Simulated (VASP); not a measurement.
# CoO (R3m) in VASP: a series of runs, part 2 of 3

VASP 6.6.1. The steps go on from the part before.

## Step 3: Phonons, BEEF-vdW, collinear spin, ferromagnetic start

POSCAR

```
CoO
1.0
    1.6022198417      0.9250420569      2.5664708903
   -1.6022198417      0.9250420569      2.5664708903
    0.0000000000     -1.8500841138      2.5664708903
Co O
1 1
Direct
    0.9989783200      0.9989783200      0.9989783200
    0.7510210300      0.7510210300      0.7510210300
```

INCAR.step1

```
SYSTEM = CoO
ALGO = Normal ; EDIFF = 1E-8
EDIFFG = -0.002 ; ENCUT = 600
GGA = BF ; IBRION = 2
ISIF = 3 ; ISMEAR = -5
ISPIN = 2 ; LASPH = .True.
LCHARG = .False. ; LMAXMIX = 4
LORBIT = 11 ; LREAL = .False.
LUSE_VDW = .True. ; LWAVE = .False.
MAGMOM = 2 0 ; NELM = 100
NSW = 40 ; PREC = Accurate
SIGMA = 0.05 ; ZAB_VDW = -1.8867
```

INCAR.step2

```
SYSTEM = CoO
ALGO = Normal ; EDIFF = 1E-8
ENCUT = 600 ; GGA = BF
IBRION = 6 ; ISIF = 2
ISMEAR = -5 ; ISPIN = 2
LASPH = .True. ; LCHARG = .False.
LMAXMIX = 4 ; LORBIT = 11
LREAL = .False. ; LUSE_VDW = .True.
LWAVE = .False. ; MAGMOM = 2 0
NELM = 100 ; NFREE = 2
NSW = 1 ; POTIM = 0.015
PREC = Accurate ; SIGMA = 0.05
ZAB_VDW = -1.8867
```

KPOINTS

```
k-points
0
Gamma
  7 7 7
  0 0 0
```

Potentials or basis: VASP PAW PBE potentials, release 64 (Co, O).

Started as:

```
cat potpaw_PBE.64/Co/POTCAR potpaw_PBE.64/O/POTCAR > POTCAR
cp INCAR.step1 INCAR
mpirun -np 1 vasp_std > vasp.out
cp CONTCAR POSCAR
cp INCAR.step2 INCAR
mpirun -np 1 vasp_std > vasp.out
```

OUTCAR:

```text
SYSTEM = CoO
   EDIFF = 1E-8
   ENCUT = 600
   GGA = BF
   IBRION = 6
   ISIF = 2
   ISMEAR = -5
   ISPIN = 2
   LASPH = .True.
   LORBIT = 11
   LREAL = .False.
   NELM = 100
   NFREE = 2
   NSW = 1
   POTIM = 0.015
   PREC = Accurate

 ion  position               nearest neighbor table
   1  0.000  0.000  0.000-   2 1.98   2 1.98   2 1.98   2 1.98
   2  0.750  0.750  0.750-   1 1.98   1 1.98   1 1.98   1 1.98

  LATTYP: Found a trigonal (rhomboedric) cell.
 ALAT       =     3.2304579185
 COS(alpha) =     0.5000387990

  Lattice vectors:

 A1 = (   1.6151662888,   0.9325166916,   2.6377090140)
 A2 = (  -1.6151662888,   0.9325166916,   2.6377090140)
 A3 = (   0.0000000000,  -1.8650333833,   2.6377090140)

Analysis of symmetry for initial positions (statically):
=====================================================================
 Subroutine PRICEL returns:
 Original cell was already a primitive cell.

 Routine SETGRP: Setting up the symmetry group for a
[... 1278 lines left out ...]
  --------------------------------------------------------------------------------
  x     0.00000     0.00000     0.00000     5.53909     0.00000     3.90815
  y     5.53909    -5.53909     0.00000     0.00000     3.91007     0.00000
  z     3.88012     3.88012    -7.88271     0.00000     0.00000     0.00000

 INTERNAL STRAIN TENSOR FOR ION    2 for displacements in x,y,z  (eV/Angst):
          X           Y           Z          XY          YZ          ZX
  --------------------------------------------------------------------------------
  x     0.00000     0.00000     0.00000    -5.56436     0.00000    -3.92626
  y    -5.56436     5.56436    -0.00000    -0.00000    -3.92819     0.00000
  z    -3.89736    -3.89736     7.91684     0.00000     0.00000     0.00000

 Eigenvectors and eigenvalues of the dynamical matrix
 ----------------------------------------------------

   1 f  =   10.074922 THz    63.302599 2PiTHz  336.063210 cm-1    41.666509 meV
             X         Y         Z           dx          dy          dz
      0.000000  0.000000  0.000427     0.460983   -0.000007    0.000000
      0.000000  0.000000  5.934413    -0.887409    0.000013    0.000000
[... 21 lines left out ...]
   6 f/i=    0.012536 THz     0.078768 2PiTHz    0.418168 cm-1     0.051846 meV
             X         Y         Z           dx          dy          dz
      0.000000  0.000000  0.000427    -0.832216   -0.308078    0.000000
      0.000000  0.000000  5.934413    -0.432311   -0.160037    0.000000

 ELASTIC MODULI CONTR FROM IONIC RELAXATION (kBar)
 Direction    XX          YY          ZZ          XY          YZ          ZX
 --------------------------------------------------------------------------------
 XX        -592.0368    202.1366    396.0310     -0.0000   -280.3152     -0.0000
 YY         202.1366   -592.0368    396.0310      0.0000    280.3152      0.0000
 ZZ         396.0310    396.0310   -804.5164      0.0000      0.0000      0.0000
 XY          -0.0000      0.0000      0.0000   -397.0867     -0.0000   -280.1778
 YZ        -280.3152    280.3152      0.0000     -0.0000   -197.8827     -0.0000
 ZX          -0.0000      0.0000      0.0000   -280.1778     -0.0000   -197.6888
 --------------------------------------------------------------------------------

 total charge

# of ion       s       p       d       tot
------------------------------------------
    1        0.326   0.406   7.182   7.914
    2        1.557   3.468   0.000   5.025
--------------------------------------------------
tot          1.883   3.874   7.182  12.939

 magnetization (x)

# of ion       s       p       d       tot
------------------------------------------
    1        0.019   0.050   2.467   2.536
    2        0.021   0.321   0.000   0.342
--------------------------------------------------
tot          0.040   0.371   2.467   2.878
```

Run time: 32 min. Hardware: 1 thread of Intel Xeon Platinum 8488C (Sapphire Rapids), shared host; peak memory 0.5 GiB.

Results:

```yaml
Relaxed_volume: 11.92 Å³/atom
Relaxed_cell: a = 3.230 Å, b = 3.230 Å, c = 3.230 Å, α = 60.00°, β = 60.00°, γ = 60.00°
Space_group_after_relaxing_to_0.05_Å: F-43m (No. 216)
Net_moment: 2.99 μB per cell
Site_moments: Co +2.54; O +0.34 μB
Valence_electrons_inside_the_program's_atomic_spheres: Co 7.91; O 5.03
Highest_phonon_frequency_at_Γ_LO-TO_splitting_left_out: 336 cm⁻¹
```

The path:
```
step  energy change (eV)  largest force (eV/Å)  pressure (GPa)  volume (Å³)
   1              0.0000                0.3074            5.69        22.82
   2             -0.0157                0.0786           -1.71        24.18
   3             -0.0192                0.0283            0.76        23.69
   4             -0.0189                0.0017           -0.05        23.85
   5             -0.0188                0.0066           -0.16        23.87
   6             -0.0190                0.0077            0.04        23.83
   7             -0.0190                0.0077            0.04        23.83
   8             -0.0190                0.0071            0.03        23.83
   9             -0.0191                0.0054            0.01        23.83
  10             -0.0190                0.0020           -0.04        23.85
  11             -0.0190                0.0039           -0.01        23.84
  12             -0.0191                0.0045            0.02        23.83
  13             -0.0191                0.0038            0.01        23.83
  14             -0.0191                0.0001            0.00        23.84
```

Final structure:
```
Co O
1.0
     1.61517    0.93252    2.63771
    -1.61517    0.93252    2.63771
     0.00000   -1.86503    2.63771
Co O
1 1
Direct
  0.00005 0.00005 0.00005
  0.74995 0.74995 0.74995
```

Phonon frequencies in cm⁻¹ (negative: imaginary):
| q point | frequencies |
| --- | --- |
| (0.000, 0.000, 0.000) | 0 0 0 336 336 336 |

Caveat: the PAW data sets were made with another functional, which shifts forces and pressure a little; a cell with one magnetic atom can't hold antiferromagnetic order, which such compounds often take.

## Step 4: Equation of state, PW91, collinear spin, ferromagnetic start

run.py

```python
from ase.calculators.vasp import Vasp
from ase.eos import EquationOfState
from ase.io import Trajectory
from ase.io import read
from ase.units import GPa

atoms = read('CoO.cif', primitive_cell=True, subtrans_included=False)
atoms.set_initial_magnetic_moments([2.0, 0.0])
calc = Vasp(
    directory='calc',
    pp='PBE',
    setups='recommended',
    pp_version='54',
    prec='Accurate',
    encut=520,
    ediff=1e-06,
    ismear=-1,
    sigma=0.05,
    lreal=False,
    lasph=True,
    nelm=100,
    algo='Normal',
    isif=2,
    lwave=False,
    lcharg=False,
    ispin=2,
    lorbit=11,
    lmaxmix=4,
    gga='91',
    kpts=[10, 10, 10],
    gamma=False,
)
atoms.calc = calc
cell = atoms.cell.copy()
volumes, energies = [], []
traj = Trajectory('eos.traj', 'w')
for x in [0.94, 0.96, 0.98, 1.0, 1.02, 1.04, 1.06]:
    atoms.set_cell(cell * x ** (1 / 3), scale_atoms=True)
    volumes.append(atoms.get_volume())
    energies.append(atoms.get_potential_energy())
    traj.write(atoms)
    print(f'{x:5.2f} {volumes[-1]:12.5f} {energies[-1]:14.6f}')

v0, e0, B = EquationOfState(volumes, energies, eos='birchmurnaghan').fit()
print(f'V0 = {v0:.4f} A^3, E0 = {e0:.6f} eV, B = {B / GPa:.2f} GPa')
```

CoO.cif

```cif
data_CoO
_cell_length_a 3.20443968
_cell_length_b 3.20443968
_cell_length_c 7.69941267
_cell_angle_alpha 90.00000000
_cell_angle_beta 90.00000000
_cell_angle_gamma 120.00000000
_space_group_name_H-M_alt 'R3m'
_space_group_name_Hall 'R 3 -2"'
_space_group_IT_number 160
loop_
_space_group_symop_operation_xyz
'x,y,z'
'-y,x-y,z'
'-x+y,-x,z'
'-y,-x,z'
'-x+y,y,z'
'x,x-y,z'
'x+2/3,y+1/3,z+1/3'
'-y+2/3,x-y+1/3,z+1/3'
'-x+y+2/3,-x+1/3,z+1/3'
'-y+2/3,-x+1/3,z+1/3'
'-x+y+2/3,y+1/3,z+1/3'
'x+2/3,x-y+1/3,z+1/3'
'x+1/3,y+2/3,z+2/3'
'-y+1/3,x-y+2/3,z+2/3'
'-x+y+1/3,-x+2/3,z+2/3'
'-y+1/3,-x+2/3,z+2/3'
'-x+y+1/3,y+2/3,z+2/3'
'x+1/3,x-y+2/3,z+2/3'
loop_
_atom_site_label
_atom_site_type_symbol
_atom_site_symmetry_multiplicity
_atom_site_Wyckoff_symbol
_atom_site_fract_x
_atom_site_fract_y
_atom_site_fract_z
_atom_site_occupancy
Co1 Co 3 a 0.3333333333 0.6666666667 0.6656449867 1
O1 O 3 a 0.3333333333 0.6666666667 0.4176876967 1
```

Potentials or basis: VASP PAW PBE potentials, release 54 (Co, O).

Started as:

```
python run.py
```

Wall time 5.7 min (1 thread of AMD EPYC 9R45 (Zen 5), shared host); peak memory 0.15 GiB.

It converged, with:

```yaml
Equilibrium_volume: "11.12 Å³/atom (rough: see the caveat)"
Bulk_modulus_at_fixed_shape_and_positions: 75 GPa (rough)
```

Energy against volume, from the lowest point:
| volume (Å³/atom) | energy (meV/atom) |
| --- | --- |
| 10.727 | 2.80 |
| 10.955 | 0.39 |
| 11.183 | 0.00 |
| 11.411 | 1.66 |
| 11.640 | 6.04 |
| 11.868 | 13.14 |
| 12.096 | 22.93 |

Caveat: the fit is doubtful: noisy points or a state that changes with volume; the cell was scaled at fixed shape and fractional positions, which overstates the stiffness of a crystal with free parameters, most of all of layers and chains; the PAW data sets were made with another functional, which shifts forces and pressure a little.

## Step 5: Equation of state, PBEsol, collinear spin, ferromagnetic start, 9.80 Å³/atom (a relaxed cell with its volume scaled by 0.96)

INCAR

```
ALGO     = Normal         # electronic algorithm
EDIFF    = 1E-6           # SCF threshold, eV
ENCUT    = 520            # plane-wave cutoff, eV
GGA      = PS             # functional
ISIF     = 2              # what is computed and relaxed
ISMEAR   = -1             # smearing method
ISPIN    = 2              # spin polarisation
LASPH    = True           # aspherical terms in the spheres
LCHARG   = False          # write CHGCAR
LMAXMIX  = 4              # l up to which the mixer works
LORBIT   = 11             # projections on sites
LREAL    = False          # projectors in reciprocal space
LWAVE    = False          # write WAVECAR
MAGMOM   = 2 0            # initial moments
NELM     = 100            # most SCF steps
PREC     = Accurate       # precision mode
SIGMA    = 0.05           # smearing width, eV
```

KPOINTS

```
k-points
0
Gamma
  8 8 8
```

POSCAR

```
CoO                                     
1.0
    1.5139330233      0.8740696386      2.4695589923
   -1.5139330233      0.8740696386      2.4695589923
    0.0000000000     -1.7481392771      2.4695589923
  Co              O             
     1     1
Direct
     0.0000857662155151    0.0000857662155151    0.0000857662155151
     0.7499135837844808    0.7499135837844808    0.7499135837844808
```

Potentials or basis: VASP PAW PBE potentials, release 64 (Co, O).

Started as:

```
cat potpaw_PBE.64/Co/POTCAR potpaw_PBE.64/O/POTCAR > POTCAR
mpirun -np 1 vasp_std > vasp.out
```

It took 16 s on 1 thread of Intel Xeon 6975P-C (Granite Rapids), shared host; peak memory 0.16 GiB.

The run converged. Its results:

```yaml
Free_energy: -14.2646 eV
Pressure: 8.9 GPa
Band_gap_on_the_k_mesh: none (metal or under the smearing width)
Net_moment: 1.67 μB per cell
Site_moments: Co +1.49; O +0.15 μB
Valence_electrons_inside_the_program's_atomic_spheres: Co 8.38; O 5.01
```

Caveat: the PAW data sets were made with another functional, which shifts forces and pressure a little; a cell with one magnetic atom can't hold antiferromagnetic order, which such compounds often take; semilocal functionals often make such compounds metallic where correlation or magnetic order opens a gap, which also shifts bond lengths.

## Step 6: Equation of state, PBEsol, collinear spin, ferromagnetic start, 10.01 Å³/atom (a relaxed cell with its volume scaled by 0.98)

INCAR is that of step 5.

KPOINTS is that of step 5.

POSCAR

```
CoO                                     
1.0
    1.5243742707      0.8800978955      2.4865909719
   -1.5243742707      0.8800978955      2.4865909719
    0.0000000000     -1.7601957910      2.4865909719
  Co              O             
     1     1
Direct
     0.0000857662155151    0.0000857662155151    0.0000857662155151
     0.7499135837844808    0.7499135837844808    0.7499135837844808
```

Potentials or basis: VASP PAW PBE potentials, release 64 (Co, O).

Started as:

```
cat potpaw_PBE.64/Co/POTCAR potpaw_PBE.64/O/POTCAR > POTCAR
mpirun -np 1 vasp_std > vasp.out
```

Wall time 15 s (1 thread of Intel Xeon 6975P-C (Granite Rapids), shared host); peak memory 0.17 GiB.

It converged, with:

```yaml
Free_energy: -14.2817 eV
Pressure: 4.2 GPa
Band_gap_on_the_k_mesh: none (metal or under the smearing width)
Net_moment: 1.69 μB per cell
Site_moments: Co +1.51; O +0.15 μB
Valence_electrons_inside_the_program's_atomic_spheres: Co 8.33; O 5.00
```

Caveat: the PAW data sets were made with another functional, which shifts forces and pressure a little; a cell with one magnetic atom can't hold antiferromagnetic order, which such compounds often take; semilocal functionals often make such compounds metallic where correlation or magnetic order opens a gap, which also shifts bond lengths.

## Step 7: Equation of state, PBEsol, collinear spin, ferromagnetic start, 10.21 Å³/atom

INCAR is that of step 6.

KPOINTS is that of step 6.

POSCAR

```
CoO                                     
1.0
    1.5346744093      0.8860446833      2.5033927719
   -1.5346744093      0.8860446833      2.5033927719
    0.0000000000     -1.7720893666      2.5033927719
  Co              O             
     1     1
Direct
     0.0000857662155151    0.0000857662155151    0.0000857662155151
     0.7499135837844808    0.7499135837844808    0.7499135837844808
```

Started as:

```
cat potpaw_PBE.64/Co/POTCAR potpaw_PBE.64/O/POTCAR > POTCAR
mpirun -np 1 vasp_std > vasp.out
```

Wall time 17 s (1 thread of Intel Xeon 6975P-C (Granite Rapids), shared host); peak memory 0.17 GiB.

It converged, with:

```
Free energy                                           : -14.2878 eV
Pressure                                              : 0.3 GPa
Band gap on the k mesh                                : none (metal or under the smearing width)
Net moment                                            : 1.73 μB per cell
Site moments                                          : Co +1.54; O +0.15 μB
Valence electrons inside the program's atomic spheres : Co 8.28; O 4.99
```

Caveat: the PAW data sets were made with another functional, which shifts forces and pressure a little; a cell with one magnetic atom can't hold antiferromagnetic order, which such compounds often take; semilocal functionals often make such compounds metallic where correlation or magnetic order opens a gap, which also shifts bond lengths.

(Part 2 of 3 ends here.)
